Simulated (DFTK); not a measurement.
# RbBr in DFTK: convergence with k mesh

RbBr:

```
CELL_PARAMETERS angstrom
0.00000 3.42700 3.42700
3.42700 0.00000 3.42700
3.42700 3.42700 0.00000
ATOMIC_POSITIONS crystal
Rb 0.00000 0.00000 0.00000
Br 0.50000 0.50000 0.50000
```

```yaml
Program: DFTK 0.8.2
Task: convergence study
Functional: PBEsol
Potentials_or_basis: cp2k.nc.sr.pbe.v0_1.largecore.gth (PBE, GTH)
Cutoff: 1660 eV
k_mesh: 1 × 1 × 1
Occupations: fermi-dirac, width 0.1 eV
Spin: collinear spin, random start
Starting_moments: "[-0.33, 0.0] μB"
```

These are the settings of the first run; the series varies k mesh, with any setting tied to it.

Hardware: 1 thread of AMD EPYC 9R45 96-Core Processor (Zen 5) (shared host).

```tsv
k mesh	energy less the tightest run, at zero smearing (meV/atom)	gap on the mesh (eV)	SCF cycles
1 × 1 × 1	1409.79	3.602	11
2 × 2 × 2	37.50	4.127	9
3 × 3 × 3	1.82	4.151	10
4 × 4 × 4	0.06	4.153	9
5 × 5 × 5	0.03	4.153	9
6 × 6 × 6	-0.04	4.153	10
8 × 8 × 8	-0.06	4.153	10
9 × 9 × 9	0.00	4.153	9
```

Against the tightest run, the energy stays within 1 meV/atom from 4 × 4 × 4 on; the gap on the mesh stays within 0.01 eV from 3 × 3 × 3 on. Meshes of other sizes hit other points, so gaps and Fermi surfaces needn't settle smoothly. The tightest run that finished is the yardstick and may itself not be fully converged.

Caveat, for the tightest run too: the cutoff is short for these potentials, so energies and forces aren't converged, fitted volumes are rough and the log's stress (off by 3 to 10 GPa or more in trials) isn't used; an odd mesh through Γ misses points on the zone boundary, where band edges often lie.
